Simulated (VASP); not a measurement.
# Si64Ni (a cell with a defect) in VASP: relaxation of the atoms with PBEsol

Aim: the relaxation of the atoms of Si64Ni (a cell with a defect) with PBEsol.

Program: VASP 6.6.1. These are calculated values, not measurements. Logs are shortened: lines on timing, memory, paths and dates and some standing lists are left out, and cuts for length are marked.

### 1 Starting point

The cell holds a defect, 65 atoms: a = 10.862 Å, b = 10.862 Å, c = 10.862 Å, α = 90.00°, β = 90.00°, γ = 90.00°.

The cell was built by a generator and needn't be a form met in nature.

### 2 Relaxation of the atoms, PBEsol

File INCAR:

```
SYSTEM = Si64Ni
ALGO     = Normal         ! electronic algorithm
EDIFF    = 1E-6           ! SCF threshold, eV
EDIFFG   = -0.01          ! ionic threshold
ENCUT    = 520            ! plane-wave cutoff, eV
GGA      = PS             ! functional
IBRION   = 2              ! ionic algorithm
ISIF     = 2              ! what is computed and relaxed
ISMEAR   = 0              ! smearing method
LASPH    = .TRUE.         ! aspherical terms in the spheres
LCHARG   = .FALSE.        ! write CHGCAR
LREAL    = .FALSE.        ! projectors in reciprocal space
LWAVE    = .FALSE.        ! write WAVECAR
NELM     = 100            ! most SCF steps
NSW      = 40             ! ionic steps
PREC     = Accurate       ! precision mode
SIGMA    = 0.03           ! smearing width, eV
```

File KPOINTS:

```
k-points
0
G
  2 2 2
  0 0 0
```

File POSCAR:

```
Si64Ni
1.0
   10.8620000000      0.0000000000      0.0000000000
    0.0000000000     10.8620000000      0.0000000000
    0.0000000000      0.0000000000     10.8620000000
Ni Si
1 64
Direct
    0.2500000000      0.2500000000      0.2500000000
    0.1250000000      0.1250000000      0.1250000000
    0.1250000000      0.3750000000      0.3750000000
    0.3750000000      0.1250000000      0.3750000000
    0.3750000000      0.3750000000      0.1250000000
    0.0000000000      0.2500000000      0.2500000000
    0.2500000000      0.0000000000      0.2500000000
    0.2500000000      0.2500000000      0.0000000000
    0.5000000000      0.2500000000      0.2500000000
    0.2500000000      0.5000000000      0.2500000000
    0.2500000000      0.2500000000      0.5000000000
    0.1250000000      0.1250000000      0.6250000000
    0.1250000000      0.6250000000      0.1250000000
    0.6250000000      0.1250000000      0.1250000000
    0.1250000000      0.3750000000      0.8750000000
    0.1250000000      0.8750000000      0.3750000000
    0.6250000000      0.3750000000      0.3750000000
    0.3750000000      0.1250000000      0.8750000000
    0.3750000000      0.6250000000      0.3750000000
    0.8750000000      0.1250000000      0.3750000000
    0.3750000000      0.3750000000      0.6250000000
    0.3750000000      0.8750000000      0.1250000000
    0.8750000000      0.3750000000      0.1250000000
    0.0000000000      0.0000000000      0.0000000000
    0.0000000000      0.0000000000      0.5000000000
    0.0000000000      0.5000000000      0.0000000000
    0.0000000000      0.5000000000      0.5000000000
    0.5000000000      0.0000000000      0.0000000000
    0.5000000000      0.0000000000      0.5000000000
    0.5000000000      0.5000000000      0.0000000000
    0.5000000000      0.5000000000      0.5000000000
    0.1250000000      0.6250000000      0.6250000000
    0.6250000000      0.1250000000      0.6250000000
    0.6250000000      0.6250000000      0.1250000000
    0.1250000000      0.8750000000      0.8750000000
    0.6250000000      0.3750000000      0.8750000000
    0.6250000000      0.8750000000      0.3750000000
    0.3750000000      0.6250000000      0.8750000000
    0.8750000000      0.1250000000      0.8750000000
    0.8750000000      0.6250000000      0.3750000000
    0.3750000000      0.8750000000      0.6250000000
    0.8750000000      0.3750000000      0.6250000000
    0.8750000000      0.8750000000      0.1250000000
    0.0000000000      0.2500000000      0.7500000000
    0.0000000000      0.7500000000      0.2500000000
    0.5000000000      0.2500000000      0.7500000000
    0.5000000000      0.7500000000      0.2500000000
    0.2500000000      0.0000000000      0.7500000000
    0.2500000000      0.5000000000      0.7500000000
    0.7500000000      0.0000000000      0.2500000000
    0.7500000000      0.5000000000      0.2500000000
    0.2500000000      0.7500000000      0.0000000000
    0.2500000000      0.7500000000      0.5000000000
    0.7500000000      0.2500000000      0.0000000000
    0.7500000000      0.2500000000      0.5000000000
    0.6250000000      0.6250000000      0.6250000000
    0.6250000000      0.8750000000      0.8750000000
    0.8750000000      0.6250000000      0.8750000000
    0.8750000000      0.8750000000      0.6250000000
    0.0000000000      0.7500000000      0.7500000000
    0.5000000000      0.7500000000      0.7500000000
    0.7500000000      0.0000000000      0.7500000000
    0.7500000000      0.5000000000      0.7500000000
    0.7500000000      0.7500000000      0.0000000000
    0.7500000000      0.7500000000      0.5000000000
```

Potentials or basis: VASP PAW PBE potentials, release 64 (Ni, Si).

Started as:

```console
> cat potpaw_PBE.64/Ni/POTCAR potpaw_PBE.64/Si/POTCAR > POTCAR
> mpirun -np 1 vasp_std > vasp.out
```

OUTCAR:

```text
SYSTEM = Si64Ni
   EDIFF = 1E-6
   EDIFFG = -0.01
   ENCUT = 520
   GGA = PS
   IBRION = 2
   ISIF = 2
   ISMEAR = 0
   LASPH = .TRUE.
   LREAL = .FALSE.
   NELM = 100
   NSW = 40
   PREC = Accurate

 ion  position               nearest neighbor table
   1  0.250  0.250  0.250-   2 2.35   3 2.35   4 2.35   5 2.35   6 2.72   7 2.72   8 2.72   9 2.72
                            10 2.72  11 2.72
   2  0.125  0.125  0.125-   1 2.35   6 2.35   7 2.35   8 2.35  24 2.35
   3  0.125  0.375  0.375-   1 2.35   6 2.35  10 2.35  11 2.35  27 2.35
   4  0.375  0.125  0.375-   1 2.35   7 2.35   9 2.35  11 2.35  29 2.35
   5  0.375  0.375  0.125-   1 2.35   8 2.35   9 2.35  10 2.35  30 2.35
   6  0.000  0.250  0.250-   2 2.35   3 2.35  20 2.35  23 2.35   1 2.72
   7  0.250  0.000  0.250-   2 2.35   4 2.35  16 2.35  22 2.35   1 2.72
   8  0.250  0.250  0.000-   2 2.35   5 2.35  15 2.35  18 2.35   1 2.72
   9  0.500  0.250  0.250-   4 2.35   5 2.35  14 2.35  17 2.35   1 2.72
  10  0.250  0.500  0.250-   3 2.35   5 2.35  13 2.35  19 2.35   1 2.72
  11  0.250  0.250  0.500-   3 2.35   4 2.35  12 2.35  21 2.35   1 2.72
  12  0.125  0.125  0.625-  11 2.35  25 2.35  44 2.35  48 2.35
  13  0.125  0.625  0.125-  10 2.35  26 2.35  45 2.35  52 2.35
  14  0.625  0.125  0.125-   9 2.35  28 2.35  50 2.35  54 2.35
  15  0.125  0.375  0.875-   8 2.35  26 2.35  44 2.35  49 2.35
  16  0.125  0.875  0.375-   7 2.35  25 2.35  45 2.35  53 2.35
  17  0.625  0.375  0.375-   9 2.35  31 2.35  51 2.35  55 2.35
[... 46 lines left out ...]
  64  0.750  0.750  0.000-  34 2.35  43 2.35  57 2.35  58 2.35
  65  0.750  0.750  0.500-  37 2.35  40 2.35  56 2.35  59 2.35

  LATTYP: Found a simple cubic cell.
 ALAT       =    10.8620000000

  Lattice vectors:

 A1 = (  10.8620000000,   0.0000000000,   0.0000000000)
 A2 = (   0.0000000000,  10.8620000000,   0.0000000000)
 A3 = (   0.0000000000,   0.0000000000,  10.8620000000)

Analysis of symmetry for initial positions (statically):
=====================================================================
 Subroutine PRICEL returns:
 Original cell was already a primitive cell.

 Routine SETGRP: Setting up the symmetry group for a
 simple cubic supercell.

 Subroutine GETGRP returns: Found 24 space group operations
 (whereof  6 operations were pure point group operations)
 out of a pool of 48 trial point group operations.

The static configuration has the point symmetry C_3v.
 The point group associated with its full space group is T_d .

Analysis of symmetry for dynamics (positions and initial velocities):
=====================================================================
 Subroutine PRICEL returns:
 Original cell was already a primitive cell.

 Routine SETGRP: Setting up the symmetry group for a
 simple cubic supercell.

 Subroutine GETGRP returns: Found 24 space group operations
 (whereof  6 operations were pure point group operations)
 out of a pool of 48 trial point group operations.

The dynamic configuration has the point symmetry C_3v.
 The point group associated with its full space group is T_d .

 Subroutine INISYM returns: Found 24 space group operations
 (whereof  6 operations are pure point group operations),
 and found     1 'primitive' translations

----------------------------------------------------------------------------------------

                                     Primitive cell

  volume of cell :    1281.5318

  direct lattice vectors                    reciprocal lattice vectors
    10.862000000  0.000000000  0.000000000     0.092064077  0.000000000  0.000000000
     0.000000000 10.862000000  0.000000000     0.000000000  0.092064077  0.000000000
     0.000000000  0.000000000 10.862000000     0.000000000  0.000000000  0.092064077

  length of vectors
    10.862000000 10.862000000 10.862000000     0.092064077  0.092064077  0.092064077
[... 174 lines left out ...]
   NGX,Y,Z   is equivalent  to a cutoff of  12.86, 12.86, 12.86 a.u.
   NGXF,Y,Z  is equivalent  to a cutoff of  25.71, 25.71, 25.71 a.u.
 SYSTEM =  Si64Ni
   PREC   = accura    normal or accurate (medium, high low for compatibility)
   ISTART =      0    job   : 0-new  1-cont  2-samecut
   ICHARG =      2    charge: 1-file 2-atom 10-const
   ISPIN  =      1    spin polarized calculation?
   LNONCOLLINEAR =      F non collinear calculations
   LSORBIT =      F    spin-orbit coupling
   LASPH  =      T    aspherical Exc in radial PAW
   ENCUT  =  520.0 eV  38.22 Ry    6.18 a.u.  20.20 20.20 20.20*2*pi/ulx,y,z
   NELM   =    100;   NELMIN=  2; NELMDL= -5     # of ELM steps
   EDIFF  = 0.1E-05   stopping-criterion for ELM
   LREAL  =      F    real-space projection
   EDIFFG = -.1E-01   stopping-criterion for IOM
   NSW    =     40    number of steps for IOM
   IBRION =      2    ionic relax: 0-MD 1-quasi-New 2-CG
   NFREE  =      1    steps in history (QN), initial steepest desc. (CG)
   ISIF   =      2    stress and relaxation
   ISYM   =      2    0-nonsym 1-usesym 2-fastsym
   POTIM  = 0.5000    time-step for ionic-motion
   TEBEG  =    0.0;   TEEND  =   0.0 temperature during run
   PSTRESS=    0.0 pullay stress
   NELECT =     266.0000    total number of electrons
   NUPDOWN=      -1.0000    fix difference up-down
   EMIN   =  10.00;   EMAX   =-10.00  energy-range for DOS
   EFERMI =   0.00;   METHOD = LEGACY
   ISMEAR =     0;   SIGMA  =   0.03  broadening in eV -4-tet -1-fermi 0-gaus
   EFERMI_NEDOS =   21; number of points for ismear=-14 and -15
   IALGO  =     38    algorithm
   IMIX   =      4    mixing-type and parameters
     AMIX     =   0.40;   BMIX     =  1.00
     AMIX_MAG =   1.60;   BMIX_MAG =  1.00
  volume/ion in A,a.u.               =      19.72       133.05
  Fermi-wavevector in a.u.,A,eV,Ry     =   0.969302  1.831714 12.783293  0.939546
  Thomas-Fermi vector in A             =   2.099343
   LORBIT       =      0    0 simple, 1 ext, 2 COOP (PROOUT), +10 PAW based schemes
   GGA     = PS    functional components
   LHFCALC =     F    Hartree Fock is set to
   AEXX    =    0.0000 exact exchange contribution
   IVDW    =     0    specifies the selected vdW correction
   LEPSILON=     F    determine dielectric tensor
   LRPA    =     F    only Hartree local field effects (RPA)
 conjugate gradient relaxation of ions
 non-spin polarized calculation
 Gauss-broadening in eV      SIGMA  =   0.03
  energy-cutoff  :      520.00
  volume of cell :     1281.53
 maximum number of plane-waves:     34584
 NGX is ok and might be reduce to    84
   NGX = 41   NGY = 41   NGZ = 41

--------------------------------------- Ionic step        1  -------------------------------------------

 number of electron     265.9999989 magnetization

 Free energy of the ion-electron system (eV)
  ---------------------------------------------------
  ext. energy  EPLUGINS =         0.00000000
  ---------------------------------------------------
  free energy    TOTEN  =      -373.21479933 eV

  energy without entropy =     -373.21479933  energy(sigma->0) =     -373.21479933

------------------------ aborting loop because EDIFF is reached ----------------------------------------

  FORCE on cell =-STRESS in cart. coord.  units (eV):
  Direction    XX          YY          ZZ          XY          YZ          ZX
  --------------------------------------------------------------------------------------
  -------------------------------------------------------------------------------------
  Total        2.6472568      2.6472568      2.6472568     -0.0000000     -0.0000000     -0.0000000
  in kB        3.3096134      3.3096134      3.3096134     -0.0000000     -0.0000000     -0.0000000
  external PRESSURE =       3.3096134 kB  Pullay stress =       0.0000000 kB
[... 278 lines left out ...]
  FREE ENERGIE OF THE ION-ELECTRON SYSTEM (eV)
  ---------------------------------------------------
  free  energy   TOTEN  =      -373.2443627897 eV

  energy  without entropy=     -373.2443627897  energy(sigma->0) =     -373.24436279

[... ionic steps 4 to 7 ...]

--------------------------------------- Ionic step        8  -------------------------------------------

 number of electron     265.9999998 magnetization

------------------------ aborting loop because EDIFF is reached ----------------------------------------
[... 193 lines left out ...]
--------------------------------------- Ionic step       10  -------------------------------------------

 number of electron     265.9999998 magnetization

 Free energy of the ion-electron system (eV)
  ---------------------------------------------------
  ext. energy  EPLUGINS =         0.00000000
  ---------------------------------------------------
  free energy    TOTEN  =      -373.26261446 eV

  energy without entropy =     -373.26261446  energy(sigma->0) =     -373.26261446

 E-fermi :   6.0610     XC(G=0):  -9.6193

 val. band max:        5.9215898697   @ k =   0.0000   0.0000   0.0000
 cond. band min:       6.2039348292   @ k =   0.0000   0.0000   0.0000
 fundamental gap:      0.2823449595
 Fermi energy:         6.0609744842

 k-point     1 :       0.0000    0.0000    0.0000
  band No.  band energies     occupation
      1      -6.1562      2.00000
      2      -5.2359      2.00000
      3      -5.0387      2.00000
      4      -5.0387      2.00000
      5      -5.0387      2.00000
      6      -5.0017      2.00000
[... 581 lines left out ...]
    144       7.3025      0.00000
    145       7.3025      0.00000
 [bands above 145 left out]

------------------------ aborting loop because EDIFF is reached ----------------------------------------

  FORCE on cell =-STRESS in cart. coord.  units (eV):
  Direction    XX          YY          ZZ          XY          YZ          ZX
  --------------------------------------------------------------------------------------
  -------------------------------------------------------------------------------------
  Total        2.0230470      2.0230470      2.0230470      0.0000000     -0.0000000      0.0000000
  in kB        2.5292232      2.5292232      2.5292232      0.0000000     -0.0000000      0.0000000
  external PRESSURE =       2.5292232 kB  Pullay stress =       0.0000000 kB
[... 80 lines left out ...]
  FREE ENERGIE OF THE ION-ELECTRON SYSTEM (eV)
  ---------------------------------------------------
  free  energy   TOTEN  =      -373.2626144621 eV

  energy  without entropy=     -373.2626144621  energy(sigma->0) =     -373.26261446

 reached required accuracy - stopping structural energy minimisation
```

Wall time 3.1 h (1 thread of Intel Xeon 6975P-C (Granite Rapids), shared host); peak memory 1.5 GiB.

What came out:

* Free energy: -373.2626 eV
* Energy gained by relaxing: 0.7 meV/atom
* Ionic steps: 10
* Pressure after relaxing: 0.3 GPa
* Largest force after relaxing: 0.003 eV/Å
* Band gap on the k mesh: 0.28 eV, direct

Forces on the atoms (eV/Å):
```
Ni   0.000  0.000  0.000
Si   0.000  0.000  0.000
Si   0.000  0.000  0.000
Si   0.000  0.000  0.000
Si   0.000  0.000  0.000
Si   0.001  0.000  0.000
Si   0.000  0.001  0.000
Si   0.000  0.000  0.001
Si  -0.001  0.000  0.000
Si   0.000 -0.001  0.000
Si   0.000  0.000 -0.001
Si   0.001  0.001  0.000
Si   0.001  0.000  0.001
Si   0.000  0.001  0.001
Si   0.001 -0.001  0.000
Si   0.001  0.000 -0.001
Si   0.000 -0.001 -0.001
Si  -0.001  0.001  0.000
Si  -0.001  0.000 -0.001
Si   0.000  0.001 -0.001
Si  -0.001 -0.001  0.000
Si  -0.001  0.000  0.001
Si   0.000 -0.001  0.001
Si   0.001  0.001  0.001
Si   0.001  0.001 -0.001
Si   0.001 -0.001  0.001
Si   0.001 -0.001 -0.001
Si  -0.001  0.001  0.001
Si  -0.001  0.001 -0.001
Si  -0.001 -0.001  0.001
Si  -0.001 -0.001 -0.001
Si   0.001 -0.001 -0.001
Si  -0.001  0.001 -0.001
Si  -0.001 -0.001  0.001
Si   0.001  0.001  0.001
Si  -0.001 -0.001  0.001
Si  -0.001  0.001 -0.001
Si  -0.001 -0.001  0.001
Si   0.001  0.001  0.001
Si   0.001 -0.001 -0.001
Si  -0.001  0.001 -0.001
Si   0.001 -0.001 -0.001
Si   0.001  0.001  0.001
Si   0.000  0.000  0.000
Si   0.000  0.000  0.000
Si   0.000  0.000  0.000
Si   0.000  0.000  0.000
Si   0.000  0.000  0.000
Si   0.000  0.000  0.000
Si   0.000  0.000  0.000
Si   0.000  0.000  0.000
Si   0.000  0.000  0.000
Si   0.000  0.000  0.000
Si   0.000  0.000  0.000
Si   0.000  0.000  0.000
Si  -0.001 -0.001 -0.001
Si  -0.001  0.001  0.001
Si   0.001 -0.001  0.001
Si   0.001  0.001 -0.001
Si   0.003  0.000  0.000
Si  -0.003  0.000  0.000
Si   0.000  0.003  0.000
Si   0.000 -0.003  0.000
Si   0.000  0.000  0.003
Si   0.000  0.000 -0.003
```

Step by step:
```
step  energy change (eV)  largest force (eV/Å)  pressure (GPa)
   1              0.0000                0.5076            0.33
   2             -0.0292                0.1901            0.29
   3             -0.0296                0.2144            0.28
   4             -0.0383                0.1180            0.27
   5             -0.0434                0.0724            0.26
   6             -0.0472                0.0194            0.25
   7             -0.0473                0.0173            0.25
   8             -0.0477                0.0101            0.25
   9             -0.0477                0.0151            0.25
  10             -0.0478                0.0033            0.25
```

Final structure:
```xyz
65
Lattice="10.8620 0.0000 0.0000 0.0000 10.8620 0.0000 0.0000 0.0000 10.8620" Properties=species:S:1:pos:R:3 pbc="T T T"
Ni    2.7155    2.7155    2.7155
Si    1.3319    1.3319    1.3319
Si    1.3319    4.0991    4.0991
Si    4.0991    1.3319    4.0991
Si    4.0991    4.0991    1.3319
Si    0.0138    2.7155    2.7155
Si    2.7155    0.0138    2.7155
Si    2.7155    2.7155    0.0138
Si    5.4172    2.7155    2.7155
Si    2.7155    5.4172    2.7155
Si    2.7155    2.7155    5.4172
Si    1.3587    1.3587    6.7795
Si    1.3587    6.7795    1.3587
Si    6.7795    1.3587    1.3587
Si    1.3587    4.0723    9.5135
Si    1.3587    9.5135    4.0723
Si    6.7795    4.0723    4.0723
Si    4.0723    1.3587    9.5135
Si    4.0723    6.7795    4.0723
Si    9.5135    1.3587    4.0723
Si    4.0723    4.0723    6.7795
Si    4.0723    9.5135    1.3587
Si    9.5135    4.0723    1.3587
Si   10.8436   10.8436   10.8436
Si   10.8603   10.8603    5.4327
Si   10.8603    5.4327   10.8603
Si   10.8436    5.4494    5.4494
Si    5.4327   10.8603   10.8603
Si    5.4494   10.8436    5.4494
Si    5.4494    5.4494   10.8436
Si    5.4327    5.4327    5.4327
Si    1.3628    6.7927    6.7927
Si    6.7927    1.3628    6.7927
Si    6.7927    6.7927    1.3628
Si    1.3628    9.5003    9.5003
Si    6.7927    4.0682    9.5003
Si    6.7927    9.5003    4.0682
Si    4.0682    6.7927    9.5003
Si    9.5003    1.3628    9.5003
Si    9.5003    6.7927    4.0682
Si    4.0682    9.5003    6.7927
Si    9.5003    4.0682    6.7927
Si    9.5003    9.5003    1.3628
Si    0.0065    2.7155    8.1465
Si    0.0065    8.1465    2.7155
Si    5.4245    2.7155    8.1465
Si    5.4245    8.1465    2.7155
Si    2.7155    0.0065    8.1465
Si    2.7155    5.4245    8.1465
Si    8.1465    0.0065    2.7155
Si    8.1465    5.4245    2.7155
Si    2.7155    8.1465    0.0065
Si    2.7155    8.1465    5.4245
Si    8.1465    2.7155    0.0065
Si    8.1465    2.7155    5.4245
Si    6.7893    6.7893    6.7893
Si    6.7893    9.5037    9.5037
Si    9.5037    6.7893    9.5037
Si    9.5037    9.5037    6.7893
Si   10.8611    8.1465    8.1465
Si    5.4319    8.1465    8.1465
Si    8.1465   10.8611    8.1465
Si    8.1465    5.4319    8.1465
Si    8.1465    8.1465   10.8611
Si    8.1465    8.1465    5.4319
```

Levels at points of the mesh, in eV from the valence-band top:
| k point | band 129 | band 130 | band 131 | band 132 | band 133 | band 134 | band 135 | band 136 | band 137 | band 138 |
| --- | --- | --- | --- | --- | --- | --- | --- | --- | --- | --- |
| (0.00, 0.00, 0.00) | -0.28 | -0.28 | 0.00 | 0.00 | 0.00 | 0.28 | 0.58 | 0.58 | 0.61 | 0.61 |
| (0.50, 0.00, 0.00) | -0.88 | -0.62 | -0.62 | -0.54 | -0.26 | 0.42 | 0.58 | 1.30 | 1.35 | 1.62 |
| (0.50, 0.50, 0.00) | -0.57 | -0.32 | -0.25 | -0.25 | -0.02 | 0.91 | 1.04 | 1.04 | 1.10 | 1.60 |
| (0.50, 0.50, 0.50) | -0.51 | -0.51 | -0.51 | -0.25 | -0.25 | 0.80 | 1.24 | 1.24 | 1.24 | 1.36 |

Caveat: the PAW data sets were made with another functional, which shifts forces and pressure a little. Spin polarisation is off, so any magnetic state and its effect on volume and gap are missing.
